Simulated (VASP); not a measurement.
Write the native input for VASP 6.6.1 that does the following.

* Task: single point
* Functional: RPBE
* Potentials or basis: VASP PAW PBE potentials, release 64 (S_GW, Mg_GW)
* Cutoff: 550 eV
* k mesh: 9 × 9 × 9
* Occupations: gaussian, width 0.1 eV
* Spin: no spin polarisation
* Further INCAR settings: ALGO = Normal; EDIFF = 1e-06; NBANDS = 11

The structure of MgS (Niningerite) lies in POSCAR:

```
MgS
1.0
    0.0000000000      2.6016500000      2.6016500000
    2.6016500000      0.0000000000      2.6016500000
    2.6016500000      2.6016500000      0.0000000000
S Mg
1 1
Cartesian
    2.6016500000      2.6016500000      2.6016500000
    0.0000000000      0.0000000000      0.0000000000
```

The input as run:

INCAR

```
SYSTEM = MgS
ALGO = Normal
EDIFF = 1E-6
ENCUT = 550
GGA = RP
ISIF = 2
ISMEAR = 0
LASPH = .True.
LCHARG = .True.
LELF = .True.
LREAL = .False.
LVHAR = .True.
LWAVE = .False.
NBANDS = 11
NELM = 60
PREC = Accurate
SIGMA = 0.1
```

KPOINTS

```
k-points
0
Gamma
  9 9 9
  0 0 0
```

Potentials or basis: VASP PAW PBE potentials, release 64 (S_GW, Mg_GW).

Run with:

```sh
$ cat potpaw_PBE.64/S_GW/POTCAR potpaw_PBE.64/Mg_GW/POTCAR > POTCAR
$ mpirun -np 1 vasp_std > vasp.out
```

It gave:

```yaml
Pressure: 3.0 GPa
Band_gap_on_the_k_mesh: 3.04 eV, indirect (least direct gap 3.86 eV)
```

Caveat: the PAW data sets were made with another functional, which shifts forces and pressure a little; an odd mesh through Γ misses points on the zone boundary, where band edges often lie.

Run time: 13 s on 1 thread of Intel(R) Xeon(R) Platinum 8259CL CPU @ 2.50GHz (Skylake/Cascade Lake) (shared host), peak memory 0.16 GiB.
